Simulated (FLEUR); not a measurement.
# Ni (c factor at fixed volume 0.94 on the database's cell): anisotropy by force theorems, part 2 of 2

Wanted: anisotropy for Ni (c factor at fixed volume 0.94 on the database's cell), with the cost of each step.

FLEUR MaX-R8.1; PBE; all-electron FLAPW, Dirac cores, scalar-relativistic bands.

So far. Step 2 (Reference state): After 22 cycles the largest moment stands at 0.643 μB.

This is not the structure that Ni takes at ambient pressure and room temperature (fcc); it is a model or a phase of other conditions.

## Step 5: Spin–orbit coupling, moments along [001]

Level of this step: PBE; all-electron FLAPW, Dirac cores, scalar-relativistic bands with spin-orbit coupling (FLEUR).

Spin–orbit coupling ties the spins to the lattice and lets orbital moments form.

A new self-consistent run of the start ferro +, with the moments along z. The k list default-1 (kpts.xml, not shown) is a Γ-centred 27×27×27 mesh.

Input file inp.xml:

```
<?xml version="1.0" encoding="UTF-8" standalone="no"?>
<fleurInput fleurInputVersion="0.39">
   <comment>
      Ni
   </comment>
   <calculationSetup>
      <cutoffs Kmax="3.61" Gmax="10.8" GmaxXC="10.8" numbands="38"/>
      <scfLoop itmax="110" minDistance="0.00002" maxIterBroyd="15" imix="Anderson" alpha="0.05" precondParam="0.0" spinf="2.0" sdNocoIR="T"/>
      <coreElectrons ctail="T" frcor="F" kcrel="0" coretail_lmax="0"/>
      <xcFunctional name="pbe" relativisticCorrections="F"/>
      <magnetism jspins="2"/>
      <soc l_soc="T" theta="0.0" phi="0.0" spav="F"/>
      <expertModes spex="0" secvar="F"/>
      <geometryOptimization l_f="F" forcealpha="1.0" forcemix="BFGS" epsdisp="0.00001" epsforce="0.00001"/>
      <ldaU l_linMix="F" mixParam="0.05" spinf="1.0"/>
   </calculationSetup>
   <cell>
      <bzIntegration valenceElectrons="18.0" mode="hist" fermiSmearingEnergy="0.00183747">
         <kPointListSelection listName="default-1"/>
         <xi:include xmlns:xi="http://www.w3.org/2001/XInclude" href="kpts.xml"> </xi:include>
      </bzIntegration>
      <xi:include xmlns:xi="http://www.w3.org/2001/XInclude" href="sym.xml"> </xi:include>
      <bulkLattice scale="1.0">
         <bravaisMatrix>
            <row-1>    0.0000000000000000     3.4341939761051696     3.1298001233862749</row-1>
            <row-2>    3.4341939761051696     0.0000000000000000     3.1298001233862749</row-2>
            <row-3>    3.4341939761051696     3.4341939761051696     0.0000000000000000</row-3>
         </bravaisMatrix>
      </bulkLattice>
   </cell>
   <atomSpecies>
      <species name="Nickel (Ni1.000" element="Ni" atomicNumber="28">
         <mtSphere radius="2.27" gridPoints="751" logIncrement="0.016"/>
         <atomicCutoffs lmax="8" lnonsphr="6"/>
         <electronConfig flipSpins="F">
            <coreConfig>(1s1/2) (2s1/2) (2p1/2) (2p3/2)</coreConfig>
            <valenceConfig>(3s1/2) (3p1/2) (3p3/2) (4s1/2) (3d3/2) (3d5/2)</valenceConfig>
            <stateOccupation state="(3d3/2)" spinUp="1.6" spinDown="1.6"/>
            <stateOccupation state="(3d5/2)" spinUp="2.9" spinDown="1.9"/>
         </electronConfig>
         <energyParameters s="4" p="4" d="3" f="4"/>
         <lo type="SCLO" l="0" n="3" eDeriv="0"/>
         <lo type="SCLO" l="1" n="3" eDeriv="0"/>
      </species>
   </atomSpecies>
   <atomGroups>
      <atomGroup species="Nickel (Ni1.000">
         <relPos label="                   1">.0000000000 .0000000000 .0000000000</relPos>
         <force calculate="T" relaxXYZ="TTT"/>
      </atomGroup>
   </atomGroups>
   <output dos="F" band="F" slice="F">
      <bandDOS minEnergy="-.5*Htr" maxEnergy="0.5*Htr" sigma="0.015" storeEVData="T"/>
      <plotting iplot="0" polar="F">
         <plot TwoD="T" vec1="  1.0  0.0  0.0" vec2="  0.0  1.0  0.0" vec3="  0.0  0.0  1.0" zero="  0.0  0.0  0.0" file="plot"/>
      </plotting>
      <moessbauerParams electricFieldGradient="F" isomerShift="F" coreHyperfine="F" valenceHyperfine="F"/>
   </output>
</fleurInput>
```

Input file crystal.txt:

```
Ni
&input film=F cartesian=F /
0.00000000000  1.81729719000  1.65621890000
1.81729719000  0.00000000000  1.65621890000
1.81729719000  1.81729719000  0.00000000000
1.8897261246
1.0 1.0 1.0

1
28 0.00000000000  0.00000000000  0.00000000000 : 1.000

&soc 0.0000000 0.0000000 /
&kpt div1=27 div2=27 div3=27 gamma=T /
```

Command:

```sh
$ OMP_NUM_THREADS=1 inpgen -f crystal.txt > inpgen.log  # inp.xml is then edited as shown
$ OMP_NUM_THREADS=1 mpirun -n 4 fleur_MPI > fleur.log
```

What it wrote:

```text
[banner, memory and clock lines left out]
Welcome to FLEUR        (www.flapw.de)
      MaX-Release 8.1          (www.max-centre.eu)

 ========== k-point set info ==========
 Selected k-point list: default-1
 k-point list type: mesh
 0 x 0 x 0
 Number of k points: 2564

 [... set-up left out ...]
 Iteration:     1   Distance:       9.69552814 me/bohr^3
 Iteration:     2   Distance:       9.25915909 me/bohr^3
 Iteration:     3   Distance:       5.63330089 me/bohr^3
 Iteration:     4   Distance:       1.46842354 me/bohr^3
 Iteration:     5   Distance:       1.20472473 me/bohr^3
 Iteration:     6   Distance:       0.28715846 me/bohr^3
 Iteration:     7   Distance:       0.23013761 me/bohr^3
 Iteration:     8   Distance:       0.08016192 me/bohr^3
 Iteration:     9   Distance:       0.03770297 me/bohr^3
 Iteration:    10   Distance:       0.03084015 me/bohr^3
 Iteration:    11   Distance:       0.01367626 me/bohr^3
 Iteration:    12   Distance:       0.01019726 me/bohr^3
 Iteration:    13   Distance:       0.00291495 me/bohr^3
 Iteration:    14   Distance:       0.00187167 me/bohr^3
 Iteration:    15   Distance:       0.00020484 me/bohr^3
 Iteration:    16   Distance:       0.00019773 me/bohr^3
 Iteration:    17   Distance:       0.00013629 me/bohr^3
 Iteration:    18   Distance:       0.00006256 me/bohr^3
 Iteration:    19   Distance:       0.00002288 me/bohr^3
 Iteration:    20   Distance:       0.00000324 me/bohr^3

 ********************************************************************
 Run finished successfully
 Stop message:
   all done
 ********************************************************************

--- out.xml (last complete iteration) ---
<iteration numberForCurrentRun="   20" overallNumber="   20">
         [... left out ...]
         <bandgap value="0.0000000000" units="eV"/>
         <sumValenceSingleParticleEnergies value="-16.7019954112" units="Htr"/>
         <FermiEnergy value="0.3197075011" units="Htr"/>
         [... left out ...]
         <magneticMomentsInMTSpheres units="muBohr">
            <globalMagMoment atomType="1" vec="0.00000   0.00000   0.65280"/>
         </magneticMomentsInMTSpheres>
         <orbitalMomentsInMTSpheres units="muBohr">
            <globalMagMoment atomType="1" vec="0.00000   0.00000   0.05308"/>
         </orbitalMomentsInMTSpheres>
         [... left out ...]
         <totalEnergy value="    -1520.8307828928" units="Htr">
            <sumOfEigenvalues value="     -872.4468224698">
               <coreElectrons value="-855.7448270586"/>
               <valenceElectrons value="-16.7019954112"/>
            </sumOfEigenvalues>
         [... left out ...]
            <freeEnergy value="-1520.8313187152"/>
            <extrapolationTo0K value="-1520.8310508040"/>
         </totalEnergy>
         <densityConvergence units="me/bohr^3">
            <chargeDensity spin="1" distance="0.0000022467"/>
            <chargeDensity spin="2" distance="0.0000017794"/>
            <overallChargeDensity distance="0.0000032389"/>
            <spinDensity distance="0.0000024366"/>
         </densityConvergence>
      </iteration>
```

The job ended after 3.2 min (4 MPI ranks of Arm Neoverse V2, shared host; peak memory 0.66 GiB; 13 min of CPU time).

This step gave:

* free energy: -41383.9284 eV
* program's band gap on this mesh (in a metal only a level spacing): 0 eV
* magnetization: 0.6226 μB
* final state: ferromagnetic
* largest moment: 0.6528 μB
* orbital moment along the spin: 0.05308 μB

Orbital moment in the sphere, along the spin axis by atom:

```
atom  orbital moment in the sphere, along the spin axis (μB)
 Ni1                                                  0.0531
```

## Step 6: What came out

```yaml
reference_state: ferromagnetic
largest_sphere_moment: 0.643 μB
easy_direction_of_those_tried: [001]
energy_along_100_less_001_force_theorem: 0.121 meV a primitive cell
orbital_moment_on_the_atom_of_largest_spin_along_its_spin_spin_orbit_run: 0.0531 μB
```

In words: By the force theorem the moments prefer [001]; shape anisotropy is not in it. The difference for the second direction goes from 0.17 meV (mesh 19×19×19, 38 states, 2.8 min of CPU time) to 0.12 meV (mesh 27×27×27, 38 states, 7.9 min), so it is not converged. The orbital moment is parallel to the spin, as Hund's third rule has it for a shell over half filled. The state was typed, and no other order was converged beside it, so it need not be the ground state.

[Logs and program files are shortened in this print: banners, set-up blocks, solver, clock and traceback lines can be left out without a mark of their own.]

[Logs are printed without paths, hosts, clocks, repeated set-up lines and the standing remarks that a program may print on its own settings, such as how far it seeks lower states.]

[Hosts, paths, dates, database ids (printed as entryN), source tags and the programs' standing remarks are cut or masked in the printed files.]

[Where a cell is said to come from a database of computed structures, the database is the Materials Project.]
